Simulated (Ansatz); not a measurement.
Runs of Ansatz 0.2.0 on Bi. Symmetry: Im-3m, No. 229, cubic system. The conventional cell has a = 3.963 Å, b = 3.963 Å, c = 3.963 Å, α = 90.00°, β = 90.00°, γ = 90.00°. Bi (site symmetry m-3m) is surrounded by 8 Bi at 3.43 Å. This isn't the form of Bi at room conditions, which is rhombohedral.

```csv
task,level,potentials or basis,spin,cell,k mesh,cutoff (eV),smearing,gap on the mesh (eV),pressure (GPa),relaxed volume (Å³/atom)
band structure,LDA,"all-electron LAPW, relativistic spinors","SOC, no magnetisation",as given,7 × 7 × 7,160,fermi-dirac 0.05 eV,-,-1.6,-
relaxation of cell and atoms,revPBE,"all-electron LAPW, scalar-relativistic",off,relaxed,9 × 9 × 9,-,fermi-dirac 0.05 eV,-,0.0,32.25
elastic constants,PBEsol,"all-electron LAPW, scalar-relativistic",off,as given,7 × 7 × 7,173,fermi-dirac 0.05 eV,none,-1.0,-
relaxation of cell and atoms,revPBE+D3(BJ),"all-electron LAPW, scalar-relativistic",off,relaxed,9 × 9 × 9,-,fermi-dirac 0.05 eV,-,0.0,(a)
relaxation of cell and atoms,PBEsol,"all-electron LAPW, scalar-relativistic",off,relaxed to 20 GPa,9 × 9 × 9,-,fermi-dirac 0.05 eV,-,20.0,-
relaxation of cell and atoms,LDA,"all-electron LAPW, scalar-relativistic",off,relaxed,9 × 9 × 9,-,fermi-dirac 0.05 eV,-,0.0,29.36
relaxation of cell and atoms,PBEsol,"all-electron LAPW, scalar-relativistic",off,relaxed,9 × 9 × 9,-,fermi-dirac 0.05 eV,-,0.0,30.07
band structure,PBEsol,"all-electron LAPW, relativistic spinors","SOC, no magnetisation",as given,7 × 7 × 7,160,fermi-dirac 0.05 eV,-,-0.3,-
single point,RPBE,"all-electron LAPW, scalar-relativistic",off,as given,9 × 9 × 9,159,gaussian 0.1 eV,none,2.3,-
relaxation of cell and atoms,PBEsol,"all-electron LAPW, scalar-relativistic",off,relaxed to 10 GPa,9 × 9 × 9,-,fermi-dirac 0.05 eV,-,10.0,-
relaxation of cell and atoms,PBEsol+D4,"all-electron LAPW, scalar-relativistic",off,relaxed,9 × 9 × 9,-,fermi-dirac 0.05 eV,-,0.0,(b)
relaxation of cell and atoms,PBEsol,"all-electron LAPW, scalar-relativistic",off,relaxed to 5 GPa,9 × 9 × 9,-,fermi-dirac 0.05 eV,-,5.0,-
```

Alike in all rows: basis error allowed 0.001 eV/atom.

**Question.** Estimate the missing entries.

**Answer.** (a) 29.56; (b) 29.18.

Caveats: spin-orbit coupling is left out, which moves the levels of the heavy elements (some runs); the k mesh is thin for a metal, which can move the energy by tens of meV per atom (some runs); the volume moved by over 15 % at a fixed basis, so the end points are rough (some runs); a metal's response needs a denser mesh (some runs); the elastic tensor has a negative eigenvalue, so either the cell is unstable as it stands or the mesh is too thin (some runs).

A k mesh can miss the band edges, and rows without SOC leave out spin-orbit coupling on Bi.

A gap of «none» marks a metal or a gap under the smearing width.

Runs at the PBE level aren't shown here.
